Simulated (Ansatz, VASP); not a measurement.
**KCl: VASP beside Ansatz**

Contents of POSCAR:

```
KCl
1.0
    0.0000000000      3.1448483221      3.2869954663
    3.1448483221      0.0000000000      3.2869954663
    3.1448483221      3.1448483221      0.0000000000
K Cl
1 1
Direct
    0.0000000000      0.0000000000      0.0000000000
    0.5000000000      0.5000000000      0.5000000000
```

The input INCAR.step1:

```
PREC     = Accurate       # precision mode
ENCUT    = 520            # plane-wave cutoff, eV
ISMEAR   = 0              # smearing method
SIGMA    = 0.01           # smearing width, eV
LREAL    = False          # projectors in reciprocal space
LASPH    = True           # aspherical terms in the spheres
NELM     = 80             # most SCF steps
NBANDS   = 15             # bands
GGA      = PE             # functional
ALGO     = Normal         # electronic algorithm
EDIFF    = 1E-4           # SCF threshold, eV
LWAVE    = True           # write WAVECAR
LCHARG   = False          # write CHGCAR
```

The input INCAR.step2:

```
PREC     = Accurate       # precision mode
ENCUT    = 520            # plane-wave cutoff, eV
EDIFF    = 1E-6           # SCF threshold, eV
ISMEAR   = 0              # smearing method
SIGMA    = 0.01           # smearing width, eV
LREAL    = False          # projectors in reciprocal space
LASPH    = True           # aspherical terms in the spheres
NELM     = 80             # most SCF steps
ALGO     = Normal         # electronic algorithm
ISIF     = 2              # what is computed and relaxed
LWAVE    = False          # write WAVECAR
LCHARG   = False          # write CHGCAR
METAGGA  = R2SCAN         # meta-GGA
LMIXTAU  = True         
NBANDS   = 15             # bands
ISTART   = 1
```

The input KPOINTS:

```
Automatic mesh
0
Gamma
  8 8 8
```

Input for Ansatz:

```yaml
crystal:
  lattice:
    - [0.0, 3.1448483221, 3.2869954663]
    - [3.1448483221, 0.0, 3.2869954663]
    - [3.1448483221, 3.1448483221, 0.0]
  atoms:
    - { symbol: K, position: [0.0, 0.0, 0.0] }
    - { symbol: Cl, position: [0.5, 0.5, 0.5] }
kpoints:
  mp_grid: { grid: [8, 8, 8] }
  band_path:
    path:
      - [0.0, 0.0, 0.0]
      - [0.5, 0.0, 0.5]
      - [0.625, 0.25, 0.625]
      - [0.375, 0.375, 0.75]
      - [0.5, 0.5, 0.5]
      - [0.5, 0.25, 0.75]
    npoints: 1
hamiltonian:
  xc: r2scan
scf:
  occupations: { method: fixed }
  n_extra_bands: 4
output:
  forces: true
  stress: true
  eigenvalues: true
```

Change from the starting cell: uniaxial_z strain +4.5%.

Alike in both runs: task single point; functional r2SCAN; k mesh 8 × 8 × 8; no spin polarisation.

|  | VASP | Ansatz |
| --- | --- | --- |
| version | VASP 6.6.1 | Ansatz 0.2.0 |
| potentials or method | VASP PAW PBE potentials, release 64 (K_sv, Cl) | plane waves, PAW |
| plane-wave cutoff (eV) | 520 | 500 |
| occupations | gaussian, width 0.01 eV | fixed |
| valence electrons in the cell | 16 | 16 |

```csv
,VASP,Ansatz,Ansatz less VASP
gap on the k mesh at the Fermi level (eV),5.67,5.66,-0.004
pressure (GPa),-0.7,-0.6,+0.03
largest component of the traceless stress (GPa),0.87,0.85,-0.013
```

Caveats: the PAW data sets were made with another functional, which shifts forces and pressure a little (VASP). A k mesh can miss the band edges.
